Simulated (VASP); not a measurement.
Write the native input for VASP 6.6.1 that does the following.

| Item | Value |
| --- | --- |
| Task | density of states |
| Functional | PBE |
| Potentials or basis | VASP PAW PBE potentials, release 64 (W_sv) |
| Cutoff | 520 eV |
| k mesh | 18 × 18 × 18 |
| Occupations | gaussian, width 0.1 eV |
| Spin | non-collinear spin, zero start, spin-orbit coupling |
| Starting moments | [[0.0, 0.0, 0.0]] μB |
| k mesh for the DOS | 27 × 27 × 27 |
| Occupations for the DOS | tetrahedron |
| Further INCAR settings | ALGO = Normal; EDIFF = 1e-07; NBANDS = 25 |

Crystal: W.

```
CELL_PARAMETERS angstrom
-1.59445 1.59445 1.59445
1.59445 -1.59445 1.59445
1.59445 1.59445 -1.59445
ATOMIC_POSITIONS crystal
W 0.00000 0.00000 0.00000
```

These files were run (other wordings do the same):

POSCAR

```
W                                       
1.0
   -1.5944543058      1.5944543058      1.5944543058
    1.5944543058     -1.5944543058      1.5944543058
    1.5944543058      1.5944543058     -1.5944543058
  W             
     1
Direct
     0.0000000000000000    0.0000000000000000    0.0000000000000000
```

INCAR.step1

```
ALGO = Normal
EDIFF = 1E-7
ENCUT = 520
GGA = PE
GGA_COMPAT = False
ISIF = 2
ISMEAR = 0
KPAR = 4
LASPH = True
LCHARG = True
LMAXMIX = 4
LNONCOLLINEAR = True
LREAL = False
LSORBIT = True
LWAVE = False
MAGMOM = 0 0 0
NBANDS = 25
NELM = 80
PREC = Accurate
SIGMA = 0.1
```

KPOINTS.step1

```
k-points
0
Gamma
  18 18 18
```

INCAR.step2

```
ALGO = Normal
EDIFF = 1E-7
ENCUT = 520
GGA = PE
GGA_COMPAT = False
ICHARG = 11
ISIF = 2
ISMEAR = -5
KPAR = 4
LASPH = True
LCHARG = False
LMAXMIX = 4
LNONCOLLINEAR = True
LORBIT = 11
LREAL = False
LSORBIT = True
LWAVE = False
MAGMOM = 0 0 0
NBANDS = 25
NEDOS = 1001
NELM = 80
PREC = Accurate
SIGMA = 0.1
```

KPOINTS.step2

```
k-points
0
Gamma
  27 27 27
```

Potentials or basis: VASP PAW PBE potentials, release 64 (W_sv).

Launch:

```console
$ cat potpaw_PBE.64/W_sv/POTCAR > POTCAR
$ cp INCAR.step1 INCAR
$ cp KPOINTS.step1 KPOINTS
$ mpirun -np 4 vasp_ncl > vasp.out
$ cp INCAR.step2 INCAR
$ cp KPOINTS.step2 KPOINTS
$ mpirun -np 4 vasp_ncl > vasp.out
```

Results of the run:

```json
{
 "Net moment": "0.00 μB per cell",
 "Valence electrons inside the program's atomic spheres": "W 12.06"
}
```

Wall time 68 s on 4 MPI ranks on Intel(R) Xeon(R) 6975P-C (Granite Rapids), with other jobs on the host, peak memory 0.5 GiB a rank.
